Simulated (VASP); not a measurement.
# Fe (Im-3m) in VASP: a series of runs

The runs below take Fe through relaxation of cell and atoms, with PBE.

All numbers are computed with VASP 6.6.1; they aren't measurements. Logs are shortened: lines on timing, memory, paths and dates and some standing lists are left out, and cuts for length are marked.

## 1. The structure

It takes space group Im-3m (No. 229, cubic). The conventional cell has a = 2.886 Å, b = 2.886 Å, c = 2.886 Å, α = 90.00°, β = 90.00°, γ = 90.00°. Around Fe (site symmetry m-3m) lie 8 Fe at 2.50 Å.

## 2. Relaxation of cell and atoms, PBE, collinear spin, ferromagnetic start

The input, INCAR:

```
SYSTEM = Fe
ALGO     = Normal         ! electronic algorithm
AMIX     = 0.2          
AMIX_MAG = 0.8          
BMIX     = 1E-4         
BMIX_MAG = 1E-4         
EDIFF    = 1E-6           ! SCF threshold, eV
EDIFFG   = -0.01          ! ionic threshold
ENCUT    = 600            ! plane-wave cutoff, eV
GGA      = PE             ! functional
IBRION   = 2              ! ionic algorithm
ISIF     = 3              ! what is computed and relaxed
ISMEAR   = 1              ! smearing method
ISPIN    = 2              ! spin polarisation
LASPH    = .TRUE.         ! aspherical terms in the spheres
LCHARG   = .FALSE.        ! write CHGCAR
LMAXMIX  = 4              ! l up to which the mixer works
LORBIT   = 11             ! projections on sites
LREAL    = .FALSE.        ! projectors in reciprocal space
LWAVE    = .FALSE.        ! write WAVECAR
MAGMOM   = 4              ! initial moments
NELM     = 150            ! most SCF steps
NSW      = 90             ! ionic steps
PREC     = Accurate       ! precision mode
SIGMA    = 0.1            ! smearing width, eV
```

The input, KPOINTS:

```
k-points
0
G
  18 18 18
  0 0 0
```

The input, POSCAR:

```
Fe
1.0
   -1.4430000000      1.4430000000      1.4430000000
    1.4430000000     -1.4430000000      1.4430000000
    1.4430000000      1.4430000000     -1.4430000000
Fe
1
Direct
    0.0000000000      0.0000000000      0.0000000000
```

Potentials or basis: VASP PAW PBE potentials, release 64 (Fe).

Launch:

```sh
> cat potpaw_PBE.64/Fe/POTCAR > POTCAR
> mpirun -np 1 vasp_std > vasp.out
```

OUTCAR:

```text
SYSTEM = Fe
   AMIX = 0.2
   AMIX_MAG = 0.8
   EDIFF = 1E-6
   EDIFFG = -0.01
   ENCUT = 600
   GGA = PE
   IBRION = 2
   ISIF = 3
   ISMEAR = 1
   ISPIN = 2
   LASPH = .TRUE.
   LORBIT = 11
   LREAL = .FALSE.
   NELM = 150
   NSW = 90
   PREC = Accurate

 ion  position               nearest neighbor table
   1  0.000  0.000  0.000-

  LATTYP: Found a body centered cubic cell.
 ALAT       =     2.8860000000

  Lattice vectors:

 A1 = (  -1.4430000000,   1.4430000000,   1.4430000000)
 A2 = (   1.4430000000,  -1.4430000000,   1.4430000000)
 A3 = (   1.4430000000,   1.4430000000,  -1.4430000000)

Analysis of symmetry for initial positions (statically):
=====================================================================
 Subroutine PRICEL returns:
 Original cell was already a primitive cell.

 Routine SETGRP: Setting up the symmetry group for a
 body centered cubic supercell.

 Subroutine GETGRP returns: Found 48 space group operations
 (whereof 48 operations were pure point group operations)
 out of a pool of 48 trial point group operations.

The static configuration has the point symmetry O_h .

Analysis of symmetry for dynamics (positions and initial velocities):
=====================================================================
 Subroutine PRICEL returns:
 Original cell was already a primitive cell.

 Routine SETGRP: Setting up the symmetry group for a
 body centered cubic supercell.

 Subroutine GETGRP returns: Found 48 space group operations
 (whereof 48 operations were pure point group operations)
 out of a pool of 48 trial point group operations.

The dynamic configuration has the point symmetry O_h .

Analysis of structural, dynamic, and magnetic symmetry:
=====================================================================
 Subroutine PRICEL returns:
 Original cell was already a primitive cell.

 Routine SETGRP: Setting up the symmetry group for a
 body centered cubic supercell.

 Subroutine GETGRP returns: Found 48 space group operations
 (whereof 48 operations were pure point group operations)
 out of a pool of 48 trial point group operations.

The overall configuration has the point symmetry O_h .

 Subroutine INISYM returns: Found 48 space group operations
 (whereof 48 operations are pure point group operations),
 and found     1 'primitive' translations

----------------------------------------------------------------------------------------

                                     Primitive cell

  volume of cell :      12.0187

  direct lattice vectors                    reciprocal lattice vectors
    -1.443000000  1.443000000  1.443000000     0.000000000  0.346500347  0.346500347
     1.443000000 -1.443000000  1.443000000     0.346500347  0.000000000  0.346500347
     1.443000000  1.443000000 -1.443000000     0.346500347  0.346500347  0.000000000

  length of vectors
     2.499349315  2.499349315  2.499349315     0.490025489  0.490025489  0.490025489

  position of ions in fractional coordinates (direct lattice)
     0.000000000  0.000000000  0.000000000

  ion indices of the primitive-cell ions
   primitive index   ion index
                 1           1

----------------------------------------------------------------------------------------

 KPOINTS: k-points

Automatic generation of k-mesh.
 Grid dimensions read from file:
 generate k-points for:   18   18   18

 Generating k-lattice:

  Cartesian coordinates                     Fractional coordinates (reciprocal lattice)
     0.000000000  0.019250019  0.019250019     0.055555556  0.000000000  0.000000000
     0.019250019  0.000000000  0.019250019     0.000000000  0.055555556  0.000000000
     0.019250019  0.019250019  0.000000000     0.000000000  0.000000000  0.055555556

  Length of vectors
     0.027223638  0.027223638  0.027223638

  Shift w.r.t. Gamma in fractional coordinates (k-lattice)
     0.000000000  0.000000000  0.000000000

 Subroutine IBZKPT returns following result:
 ===========================================

 Found    195 irreducible k-points:

 Following reciprocal coordinates:
            Coordinates               Weight
  0.000000  0.000000  0.000000      1.000000
  0.055556  0.000000  0.000000     12.000000
  0.111111  0.000000  0.000000     12.000000
  0.166667  0.000000  0.000000     12.000000
  0.222222  0.000000  0.000000     12.000000
  0.277778  0.000000  0.000000     12.000000
[... 16 lines left out ...]
  0.333333  0.111111  0.000000     48.000000
  0.388889  0.111111 -0.000000     48.000000
 [... further k-points ...]
   k-points           NKPTS =    195   k-points in BZ     NKDIM =    195   number of bands    NBANDS=     10
   number of dos      NEDOS =    301   number of ions     NIONS =      1
   total plane-waves  NPLWV =   8000
   dimension x,y,z NGX =    20 NGY =   20 NGZ =   20
   dimension x,y,z NGXF=    40 NGYF=   40 NGZF=   40
   ions per type =               1
   NGX,Y,Z   is equivalent  to a cutoff of  13.30, 13.30, 13.30 a.u.
   NGXF,Y,Z  is equivalent  to a cutoff of  26.61, 26.61, 26.61 a.u.
 SYSTEM =  Fe
   PREC   = accura    normal or accurate (medium, high low for compatibility)
   ISTART =      0    job   : 0-new  1-cont  2-samecut
   ICHARG =      2    charge: 1-file 2-atom 10-const
   ISPIN  =      2    spin polarized calculation?
   LNONCOLLINEAR =      F non collinear calculations
   LSORBIT =      F    spin-orbit coupling
   LASPH  =      T    aspherical Exc in radial PAW
   ENCUT  =  600.0 eV  44.10 Ry    6.64 a.u.   4.99  4.99  4.99*2*pi/ulx,y,z
   NELM   =    150;   NELMIN=  2; NELMDL= -5     # of ELM steps
   EDIFF  = 0.1E-05   stopping-criterion for ELM
   LREAL  =      F    real-space projection
   EDIFFG = -.1E-01   stopping-criterion for IOM
   NSW    =     90    number of steps for IOM
   IBRION =      2    ionic relax: 0-MD 1-quasi-New 2-CG
   NFREE  =      1    steps in history (QN), initial steepest desc. (CG)
   ISIF   =      3    stress and relaxation
   ISYM   =      2    0-nonsym 1-usesym 2-fastsym
   POTIM  = 0.5000    time-step for ionic-motion
   TEBEG  =    0.0;   TEEND  =   0.0 temperature during run
   PSTRESS=    0.0 pullay stress
   NELECT =       8.0000    total number of electrons
   NUPDOWN=      -1.0000    fix difference up-down
   EMIN   =  10.00;   EMAX   =-10.00  energy-range for DOS
   EFERMI =   0.00;   METHOD = LEGACY
   ISMEAR =     1;   SIGMA  =   0.10  broadening in eV -4-tet -1-fermi 0-gaus
   EFERMI_NEDOS =   21; number of points for ismear=-14 and -15
   IALGO  =     38    algorithm
   IMIX   =      4    mixing-type and parameters
     AMIX     =   0.20;   BMIX     =  0.00
     AMIX_MAG =   0.80;   BMIX_MAG =  0.00
  volume/ion in A,a.u.               =      12.02        81.11
  Fermi-wavevector in a.u.,A,eV,Ry     =   1.429394  2.701162 27.798962  2.043166
  Thomas-Fermi vector in A             =   2.549352
   LORBIT       =     11    0 simple, 1 ext, 2 COOP (PROOUT), +10 PAW based schemes
   GGA     = PE    functional components
   LHFCALC =     F    Hartree Fock is set to
   AEXX    =    0.0000 exact exchange contribution
   IVDW    =     0    specifies the selected vdW correction
   LEPSILON=     F    determine dielectric tensor
   LRPA    =     F    only Hartree local field effects (RPA)
 conjugate gradient relaxation of ions
 spin polarized calculation
 Methfessel and Paxton  Order N= 1 SIGMA  =   0.10
  energy-cutoff  :      600.00
  volume of cell :       12.02
 maximum number of plane-waves:       418
   NGX =  9   NGY =  9   NGZ =  9

--------------------------------------- Ionic step        1  -------------------------------------------

 number of electron       7.9999995 magnetization       2.2661652

 Free energy of the ion-electron system (eV)
  ---------------------------------------------------
  ext. energy  EPLUGINS =         0.00000000
  ---------------------------------------------------
  free energy    TOTEN  =        -8.22035267 eV

  energy without entropy =       -8.22065104  energy(sigma->0) =       -8.22045213

------------------------ aborting loop because EDIFF is reached ----------------------------------------

  FORCE on cell =-STRESS in cart. coord.  units (eV):
  Direction    XX          YY          ZZ          XY          YZ          ZX
  --------------------------------------------------------------------------------------
  -------------------------------------------------------------------------------------
  Total       -0.7576226     -0.7576226     -0.7576226      0.0000000      0.0000000     -0.0000000
  in kB     -100.9960769   -100.9960769   -100.9960769      0.0000000      0.0000000     -0.0000000
  external PRESSURE =    -100.9960769 kB  Pullay stress =       0.0000000 kB

 VOLUME and BASIS-vectors are now :
 -----------------------------------------------------------------------------
  energy-cutoff  :      600.00
  volume of cell :       12.02
      direct lattice vectors                 reciprocal lattice vectors
    -1.443000000  1.443000000  1.443000000     0.000000000  0.346500347  0.346500347
     1.443000000 -1.443000000  1.443000000     0.346500347  0.000000000  0.346500347
     1.443000000  1.443000000 -1.443000000     0.346500347  0.346500347  0.000000000
[... 36 lines left out ...]
 POSITION                                       TOTAL-FORCE (eV/Angst)
 -----------------------------------------------------------------------------------
      0.00000      0.00000      0.00000         0.000000      0.000000     -0.000000
 -----------------------------------------------------------------------------------
    total drift:                                0.000000     -0.000000      0.000000

  FREE ENERGIE OF THE ION-ELECTRON SYSTEM (eV)
  ---------------------------------------------------
  free  energy   TOTEN  =        -8.2233606745 eV

  energy  without entropy=       -8.2229393758  energy(sigma->0) =       -8.22322024

--------------------------------------- Ionic step        3  -------------------------------------------

 number of electron       8.0000006 magnetization       2.1698085

 Free energy of the ion-electron system (eV)
  ---------------------------------------------------
  ext. energy  EPLUGINS =         0.00000000
  ---------------------------------------------------
  free energy    TOTEN  =        -8.24419823 eV

  energy without entropy =       -8.24411871  energy(sigma->0) =       -8.24417172

 E-fermi :   5.8450     XC(G=0): -13.1327

 val. band max:        5.8419428651   @ k =  -0.3889   0.5000   0.2778
 cond. band min:       5.8576517580   @ k =  -0.3889   0.4444   0.1667
 fundamental gap:      0.0157088929
 Fermi energy:         5.8450315411

 spin component 1

 k-point     1 :       0.0000    0.0000    0.0000
  band No.  band energies     occupation
      1      -2.5951      1.00000
      2       3.5465      1.00000
      3       3.5465      1.00000
      4       3.5465      1.00000
      5       4.7528      1.00000
      6       4.7528      1.00000
      7      30.9015      0.00000
      8      30.9015      0.00000
      9      30.9015      0.00000
     10      35.9988      0.00000

 k-point     2 :       0.0556    0.0000    0.0000
  band No.  band energies     occupation
      1      -2.4667      1.00000
      2       3.5114      1.00000
      3       3.5441      1.00000
      4       3.6157      1.00000
      5       4.7174      1.00000
      6       4.7556      1.00000
      7      30.0404      0.00000
      8      30.7151      0.00000
      9      30.8089      0.00000
     10      35.4444      0.00000
[... 274 lines left out ...]
 k-point    24 :       0.3889    0.1111   -0.0000
  band No.  band energies     occupation
      1       1.1661      1.00000
      2       2.5319      1.00000
      3       4.2207      1.00000
      4       4.7962      1.00000
      5       5.3919      1.00000
      6       7.5842     -0.00000
      7      14.0694      0.00000
      8      22.1248      0.00000
      9      25.4599      0.00000
     10      30.8437      0.00000

 [... further k-points ...]

 spin component 2

 k-point     1 :       0.0000    0.0000    0.0000
  band No.  band energies     occupation
      1      -2.4327      1.00000
      2       5.4292      1.00000
      3       5.4293      1.00000
      4       5.4294      1.00000
      5       7.4999     -0.00000
      6       7.5000     -0.00000
      7      30.6466      0.00000
      8      30.6466      0.00000
      9      30.6466      0.00000
     10      36.1964      0.00000

 k-point     2 :       0.0556    0.0000    0.0000
  band No.  band energies     occupation
      1      -2.3038      1.00000
      2       5.3870      1.00000
      3       5.4222      1.00000
      4       5.5044      1.00001
      5       7.4531     -0.00000
      6       7.5030     -0.00000
      7      29.9222      0.00000
      8      30.5011      0.00000
      9      30.6023      0.00000
     10      35.7453      0.00000
[... 308 lines left out ...]
 POSITION                                       TOTAL-FORCE (eV/Angst)
 -----------------------------------------------------------------------------------
      0.00000      0.00000      0.00000         0.000000      0.000000     -0.000000
 -----------------------------------------------------------------------------------
    total drift:                                0.000000     -0.000000      0.000000

  FREE ENERGIE OF THE ION-ELECTRON SYSTEM (eV)
  ---------------------------------------------------
  free  energy   TOTEN  =        -8.2441982259 eV

  energy  without entropy=       -8.2441187058  energy(sigma->0) =       -8.24417172

 reached required accuracy - stopping structural energy minimisation

 total charge

# of ion       s       p       d       tot
------------------------------------------
    1        0.488   0.544   6.241   7.274

 magnetization (x)

# of ion       s       p       d       tot
------------------------------------------
    1       -0.013  -0.056   2.237   2.167
```

It took 1.8 min on 1 thread of Intel Xeon Platinum 8259CL at 2.50GHz (Skylake/Cascade Lake), shared host; peak memory 0.17 GiB.

What came out:

* Free energy: -8.2442 eV
* Relaxed volume: 11.33 Å³/atom
* Relaxed cell: a = 2.451 Å, b = 2.451 Å, c = 2.451 Å, α = 109.47°, β = 109.47°, γ = 109.47°
* Space group after relaxing (to 0.05 Å): Im-3m (No. 229)
* Energy gained by relaxing: 23.8 meV/atom
* Ionic steps: 3
* Pressure after relaxing: -0.1 GPa
* Band gap on the k mesh: none (metal or under the smearing width)
* Net moment: 2.17 μB per cell
* Site moments: Fe +2.17 μB
* Valence electrons inside the program's atomic spheres: Fe 7.27

The path:
```csv
step,energy change (eV),largest force (eV/Å),pressure (GPa),volume (Å³)
1,0.0000,0.0000,-10.10,12.02
2,-0.0030,0.0000,11.86,10.75
3,-0.0238,0.0000,-0.12,11.33
```

Final structure:
```cif
data_structure
_symmetry_space_group_name_H-M 'P 1'
_symmetry_Int_Tables_number 1
_cell_length_a 2.4507
_cell_length_b 2.4507
_cell_length_c 2.4507
_cell_angle_alpha 109.471
_cell_angle_beta 109.471
_cell_angle_gamma 109.471
_cell_volume 11.33
loop_
_atom_site_label
_atom_site_type_symbol
_atom_site_fract_x
_atom_site_fract_y
_atom_site_fract_z
_atom_site_occupancy
Fe1 Fe 0.00000 0.00000 0.00000 1
```

(Part 1 of 2 ends here.)
